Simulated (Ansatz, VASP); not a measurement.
# Cross-check of Hf2H2CO2 (Hf2C(OH)2 MXene monolayer) between VASP and Ansatz

One calculation is typed for both programs; each brings its own data sets. How far apart do they land? Of the first pair: The structure shown is the start of the Ansatz relaxation below; VASP solves that cell, so the two are compared at the walk's first step.

Method: plane waves, with VASP 6.6.1 beside it; single point at PBE with D3(BJ), in Ansatz 0.2.0.

## (1) Set-up

The cell holds 7 atoms: 2 H, 2 O, 2 Hf and 1 C. Cell: a = 3.289 Å, b = 3.289 Å, c = 44.813 Å, α = 90.0°, β = 90.0°, γ = 120.0°. Vacuum lies along c.

Coordinates:

```cif
data_structure
_symmetry_space_group_name_H-M 'P 1'
_symmetry_Int_Tables_number 1
_cell_length_a 3.2890
_cell_length_b 3.2890
_cell_length_c 44.8129
_cell_angle_alpha 90.000
_cell_angle_beta 90.000
_cell_angle_gamma 120.000
_cell_volume 419.82
loop_
_atom_site_label
_atom_site_type_symbol
_atom_site_fract_x
_atom_site_fract_y
_atom_site_fract_z
_atom_site_occupancy
H1 H 0.33333 0.66667 0.42287 1
H2 H 0.66667 0.33333 0.57713 1
O3 O 0.33333 0.66667 0.44474 1
O4 O 0.66667 0.33333 0.55526 1
Hf5 Hf 0.66667 0.33333 0.47104 1
Hf6 Hf 0.33333 0.66667 0.52896 1
C7 C 0.00000 0.00000 0.50000 1
```

## (2) Ansatz: relaxation, PBE with D3(BJ)

Ansatz runs on its default PAW (the set named soft_2) files.

The two programs are compared at the cell with which this relaxation starts, whose forces are those of its first step.

File input.yaml:

```yaml
crystal:
  lattice:
    - [3.289, 0.0, 0.0]
    - [-1.6445, 2.848357553, 0.0]
    - [0.0, 0.0, 44.8129467943]
  atoms:
    - { symbol: H, position: [0.3333333333, 0.6666666667, 0.4228688662] }
    - { symbol: O, position: [0.3333333333, 0.6666666667, 0.4447375463] }
    - { symbol: Hf, position: [0.6666666667, 0.3333333333, 0.4710406955] }
    - { symbol: C, position: [0.0, 0.0, 0.5] }
    - { symbol: Hf, position: [0.3333333333, 0.6666666667, 0.5289593045] }
    - { symbol: O, position: [0.6666666667, 0.3333333333, 0.5552624537] }
    - { symbol: H, position: [0.6666666667, 0.3333333333, 0.5771311338] }
  periodic: [true, true, false]
kpoints:
  mp_grid: { grid: [12, 12, 1] }
hamiltonian:
  xc: pbe
  dispersion: d3bj
scf:
  occupations: { method: fermi_dirac, width: 0.05 }
  convergence: { dr2_threshold: 1.0e-09 }
relax:
  f_tol: 0.004
  max_steps: 90
  cell: {}
output:
  write_potential: true
  write_density: true
  volumetric_format: npy
```

Run with:

```console
$ ansatz run input.yaml --threads 2 --pin off --max-ram 3072MiB --backend cpu --events-out ev --progress --plain --runs-dir out
```

Numbers of over 12 decimals in the logs are rounded to 6 here.

Output:

```text
Warning: relax.cell: scf.convergence.dr2_threshold = 1e-9 eV is looser than the 2.44714371352e-10 eV advised for a relaxation that steers and ends on the stress (1e-10 eV for each atom of the cell: 7, times the square of relax.cell.stress_2d_tol = 0.05 N/m over 16.9 Å (the atoms' height at the walk's start and 5 Å past either face), 2.956e-2 GPa, over a crystal's default 0.05). What an SCF threshold leaves in a stress goes as its square root, and in the free energy as the threshold itself, and one threshold admits the most on a small cell: [figures from the program's tests cut] Set scf.convergence.dr2_threshold to 2.44714371352e-10 eV or tighter. [rest of the remark cut]
Engine: ansatz 0.2.0, x86_64-unknown-linux-gnu
Pseudopotentials: kind: paw
Pseudopotential: H, paw, valence charge 1, recommended cutoff 420 eV (normal), H.paw.azcp
Pseudopotential: O, paw, valence charge 6, recommended cutoff 420 eV (normal), O.paw.azcp
Pseudopotential: Hf, paw, valence charge 26, recommended cutoff 420 eV (normal), Hf.paw.azcp
Pseudopotential: C, paw, valence charge 4, recommended cutoff 420 eV (normal), C.paw.azcp
Functional definition: PBE
  parameter kappa = 0.804
  parameter beta = 0.066725
  exchange = pbe_x(kappa = kappa, mu = beta*pi^2/3)
  correlation = pbe_c(beta = beta)
Crystal: 7 atoms, lattice volume = 419.819 Å³
Basis set: ecut = 420 eV, 8369 PW (Γ), exchange–correlation on 48×48×600 points (8 copies of the dense FFT grid, shifted against one another)
Bands: 42, of which v1, the nominal top of the filled ones, is band 35 counted from 1 (34 counted from 0)
Symmetry: 12 space group operations
Space group: P-3m1 (ITA 164), of the structure as read, at distance tolerance 7.5e-5 Å
k-points: 19 of 144
Non-local potential: H, projectors of the file, l = 0: 2, l = 1: 1
Non-local potential: O, projectors of the file, l = 0: 2, l = 1: 2, l = 2: 1
Non-local potential: Hf, projectors of the file, l = 0: 3, l = 1: 2, l = 2: 2, l = 3: 3
Non-local potential: C, projectors of the file, l = 0: 2, l = 1: 2, l = 2: 1
PAW form: soft (Blöchl's): semilocal exchange-correlation on the pseudo side does not see the compensation charge
PAW one-centre angular grid: H, 110 points (default); XC on 64 Gauss nodes
PAW one-centre angular grid: O, 110 points (default); XC on 64 Gauss nodes
PAW one-centre angular grid: Hf, 590 points (default); XC on 64 Gauss nodes
PAW one-centre angular grid: C, 110 points (default); XC on 64 Gauss nodes
Initial density: superposition of atomic densities (neutral atoms: chi_scale 0, normalization atom), corrected by the library's trained network
Initial wavefunctions: pseudopotential atomic-orbital guess
Functional: x = pbe(κ = 0.804, μ = 0.219515), c = pbe(β = 0.066725)
SCF iter   1: F=—  HF=-32865.807982 eV  |F-HF|=—  |Δ(HF+E_count)|=         —  Δρ=3.61e-3  dr2=5.92e-1  ethr=1.77e-3  ⟨swp⟩=13.7  Hψ=4950  notcnv=0
preconditioner: auto → LDOS  [insulator: Δε(μ)=0.129 eV  Ē_g=16.877 eV  σ=0.050 eV  W_gap=0.53  n_scr=28 (ndim 8)  ℏωp=14.7 eV  f_vac=0.799  D(μ)=0.90/eV (n_scr^D=8)  ε∞_Penn≈1.8  β→1.0]
SCF iter   2: F=—  HF=-32865.753884 eV  |F-HF|=—  |Δ(HF+E_count)|=   5.41e-2  Δρ=4.11e-3  dr2=1.20e-1  ethr=8.46e-4  ⟨swp⟩=4.6  Hψ=1577  notcnv=0  defer=22
SCF iter   3: F=—  HF=-32865.734641 eV  |F-HF|=—  |Δ(HF+E_count)|=   1.92e-2  Δρ=2.11e-3  dr2=5.65e-2  ethr=1.72e-4  ⟨swp⟩=5.3  Hψ=1574  notcnv=0  defer=24
SCF iter   4: F=—  HF=-32865.727287 eV  |F-HF|=—  |Δ(HF+E_count)|=   7.35e-3  Δρ=6.84e-4  dr2=1.14e-2  ethr=8.07e-5  ⟨swp⟩=3.5  Hψ=1332  notcnv=0  defer=23
SCF iter   5: F=—  HF=-32865.726146 eV  |F-HF|=—  |Δ(HF+E_count)|=   1.14e-3  Δρ=2.67e-4  dr2=5.83e-4  ethr=1.63e-5  ⟨swp⟩=4.4  Hψ=1662  notcnv=0  defer=21
SCF iter   6: F=—  HF=-32865.726243 eV  |F-HF|=—  |Δ(HF+E_count)|=   9.71e-5  Δρ=8.48e-5  dr2=1.11e-4  ethr=8.33e-7  ⟨swp⟩=3.4  Hψ=1734  notcnv=0  defer=21
SCF iter   7: F=—  HF=-32865.726302 eV  |F-HF|=—  |Δ(HF+E_count)|=   5.89e-5  Δρ=5.28e-5  dr2=3.88e-5  ethr=1.59e-7  ⟨swp⟩=2.9  Hψ=1629  notcnv=0  defer=21
SCF iter   8: F=—  HF=-32865.726263 eV  |F-HF|=—  |Δ(HF+E_count)|=   3.84e-5  Δρ=2.38e-5  dr2=3.04e-6  ethr=5.54e-8  ⟨swp⟩=3.2  Hψ=1813  notcnv=0  defer=21
SCF iter   9: F=—  HF=-32865.726072 eV  |F-HF|=—  |Δ(HF+E_count)|=   1.91e-4  Δρ=1.74e-5  dr2=2.71e-6  ethr=4.35e-9  ⟨swp⟩=4.1  Hψ=2087  notcnv=0  defer=21
[...]
relax step  10: F+E_penalty+E_count = -32866.11659591 eV  Δ(F+E_penalty+E_count) = -1.672e-4 eV  max|allowed force component| = 1.354e-3 eV/Å  Δτ_max = 0.0008 Å  P = -0.002 N/m  Ω = 413.761 Å³  energy of the carried Pulay correction = +1.562e-4 eV  fix = [c, alpha, beta]  reactions: c -0.000 N/m  (6 SCF iters, accepted)
iter 1 solved again at ethr=1.12e-7 eV; its pass at ethr=3.10e-3 eV (dr2=7.82e-5 eV) is discarded
SCF iter   1: F=—  HF=-32866.116532 eV  |F-HF|=—  |Δ(HF+E_count)|=         —  Δρ=2.26e-6  dr2=4.85e-9  ethr=1.12e-7  ⟨swp⟩=7.1  Hψ=8966  notcnv=0
eigensolver tolerance schedule: the retry pair's looser diagonalisation over-reported the residual by 16116.78 of it (diagonalisation noise at 1.39 of the residual, at the tolerance the schedule requests for it); recorded, not acted on — ethr = c·dr2/N_el stays at c = 1.0e-1
preconditioner: auto → LDOS  [metal: Δε(μ)=0.054 eV  Ē_g=16.999 eV  σ=0.050 eV  W_gap=0.25  n_scr=28 (ndim 8)  ℏωp=14.8 eV  f_vac=0.806  D(μ)=2.52/eV (n_scr^D=14)  β→1.0]
SCF iter   2: F=—  HF=-32866.116429 eV  |F-HF|=—  |Δ(HF+E_count)|=   1.03e-4  Δρ=1.15e-6  dr2=6.77e-9  ethr=6.93e-12  ⟨swp⟩=6.3  Hψ=3713  notcnv=0
SCF iter   3: F=—  HF=-32866.116429 eV  |F-HF|=—  |Δ(HF+E_count)|=   2.49e-9  Δρ=3.63e-7  dr2=1.78e-9  ethr=6.93e-12  ⟨swp⟩=2.8  Hψ=1590  notcnv=0
SCF iter   4: F=-32866.116429 eV  HF=-32866.116429 eV  |F-HF|=1.22e-9  |Δ(HF+E_count)|=  8.00e-11  Δρ=1.51e-7  dr2=9.79e-10  ethr=1.43e-12  ⟨swp⟩=16.2  Hψ=8522  notcnv=0
SCF 11 converged in 4 iterations: F = -32866.116429 eV  dr2 = 9.79e-10
relax step  11: F+E_penalty+E_count = -32866.11642908 eV  Δ(F+E_penalty+E_count) = +1.668e-4 eV  max|allowed force component| = 1.331e-3 eV/Å  Δτ_max = 0.0000 Å  P = -0.004 N/m  Ω = 413.761 Å³  fix = [c, alpha, beta]  reactions: c -0.000 N/m  stress off target by 3.87e-3 N/m on what of the cell is left free  SCF on the basis re-selected at this cell (its energy is not comparable with the rows above)  (4 SCF iters)
basis re-selected at this cell: Δ(F+E_penalty+E_count) = +1.668e-4 eV, ΔP = -0.002 N/m vs the last step (what re-selecting the basis moved, of the pressure what is left beyond the Pulay correction that the steps carried, after the strain that the cell walked since its last selection, with what the two solves' SCF thresholds leave and, on support functions, any second-order correction that the steps lacked; it is no m [...]
WARN: The output density's exchange-correlation potential varies sharply where the density is thin. Do not read a vacuum level from v_tot or v_xc, or from such a field of the output density. On a cell that repeats whose density bears no net charge and no dipole along the vacuum's axis use v_es (v_loc + v_h of the components); under efield.dipole_correction with no amplitude use v_es + v_field, which holds any externa [...]
SCF converged after 4 iterations
Free energy (F): -32866.116429 eV
Harris-Foulkes:  -32866.116429 eV  (|F-HF|=1.22e-9)
Internal energy: -32866.096704 eV  (E = F + TS)
E sigma→0 (E₀):  -32866.106567 eV
Entropy (-TS):   -0.019725 eV (-2.818 meV/atom)
Fermi energy:    -2.336506 eV
--- Per-component energies (eV) ---
  E_band       = -1367.332988
  E_kinetic    = 1317.364261
  E_local      = -457521.048104  (includes V_loc(G=0)·N_el)
  E_nonlocal   = -2361.273859
  E_hartree    = 227617.546371
  E_xc         = -814.419302
  E_vxc        = -804.699167  (∫ρ·V_xc dr)
  E_paw        = -14271.909368  (= ΣΔE_a)
  E_vpaw       = 2767.207444  (= ΣTr[D̂ρ^β])
  E_aug_tail   = 0.002524  (compensation charges beyond the density's cutoff)
  E_ewald      = 213168.708759
  E_disp       = -1.067985  (pairwise vdW)
  E_smearing   = -0.019725  (= −TS)
  E_closure    = 0.000000  (closes the sum)
  Σ components = -32866.116429   (vs F -32866.116429, Δ=0.00e0)
--- Forces (eV/Å), atoms counted from 1 ---
  atom   1  H      0.00000000     0.00000000     0.00017475
  atom   2  O      0.00000000     0.00000000     0.00000207
  atom   3  Hf     0.00000000    -0.00000000     0.00133146
  atom   4  C     -0.00000000     0.00000000     0.00000000
  atom   5  Hf    -0.00000000     0.00000000    -0.00133146
  atom   6  O      0.00000000    -0.00000000    -0.00000207
  atom   7  H     -0.00000000    -0.00000000    -0.00017475
  max |Σ_I F_I| component: 2.78e-17 eV/Å
--- 2D stress c σ (N/m, compression-positive) ---
       -0.003871      -0.000000      -0.000000
        0.000000      -0.003871       0.000000
       -0.000000       0.000000      -0.000000
  P = ½ c Tr σ = -0.0039 N/m
--- Band table (eV; the first three rows and the last of 19) ---
  k-point 0: bands = [... 31 lower, -7.5037, -5.2760, -5.2760, -2.6368, -2.4858, -1.9443, -1.9443, -1.9187, ... 3 higher]
  k-point 1: bands = [... 31 lower, -7.2643, -5.6176, -5.3396, -2.4985, -2.4005, -2.2836, -1.7658, -1.7524, ... 3 higher]
  k-point 2: bands = [... 31 lower, -6.9218, -6.3067, -5.4620, -2.9498, -2.1587, -2.1272, -1.3360, -1.2703, ... 3 higher]
  k-point 18: bands = [... 31 lower, -6.9030, -6.9030, -5.9953, -1.4062, -1.0590, -1.0590, 0.9906, 0.9906, ... 3 higher]
  the weakly bound empty levels are not read free of the cell's end (no_gap_told)
--- Relaxed structure (9 steps of the walk, 9 accepted, 2 SCFs on fresh bases) ---
  F+E_penalty+E_count = -32866.11642908 eV   max|allowed force component| = 1.331e-3 eV/Å   (the final SCF, on the basis selected at the relaxed cell)
  cell:  # Å, volume = 413.7609 Å³
    - [3.265184, 0, 0]
    - [-1.632592, 2.827732, 0]
    - [0, 0, 44.8129467943]
  atoms:
    - { symbol: H, position: [0.333333, 0.666667, 0.421001] }
    - { symbol: O, position: [0.333333, 0.666667, 0.442768] }
    - { symbol: Hf, position: [0.666667, 0.333333, 0.472898] }
    - { symbol: C, position: [0, 0, 0.5] }
    - { symbol: Hf, position: [0.333333, 0.666667, 0.527102] }
    - { symbol: O, position: [0.666667, 0.333333, 0.557232] }
    - { symbol: H, position: [0.666667, 0.333333, 0.578999] }
```

(Part 1 of 2 ends here.)

[Lines on the potential files, build, host, timing and source positions are cut from VASP's logs without a mark.]

[Logs are printed without paths, hosts, clocks, repeated set-up lines and the standing remarks that a program may print on its own settings, such as how far it seeks lower states.]

[Hosts, paths, dates, database ids (printed as entryN), source tags and the programs' standing remarks are cut or masked in the printed files.]
